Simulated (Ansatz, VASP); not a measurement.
Ca in VASP and in Ansatz

```
Ca
1.0
     3.61629    0.00000    0.00000
    -1.80814    3.13180    0.00000
     0.00000    0.00000    5.95781
Ca
2
Direct
  0.33333 0.66667 0.25000
  0.66667 0.33333 0.75000
```

Alike in both runs: task single point; functional LDA; k mesh 11 × 11 × 6; occupations fermi-dirac, width 0.1 eV; no spin polarisation.

|  | VASP | Ansatz |
| --- | --- | --- |
| version | VASP 6.6.1 | Ansatz 0.2.0 |
| potentials or method | VASP PAW LDA potentials, release 64 (Ca_sv) | plane waves (420 eV) with PAW, scalar-relativistic |
| plane-wave cutoff (eV) | 520 | 420 |
| valence electrons in the cell | 20 | 20 |

|  | VASP | Ansatz | Ansatz less VASP |
| --- | --- | --- | --- |
| pressure (GPa) | 3.0 | 3.0 | -0.01 |

Ansatz warned: «pseudo_functional_mismatch».
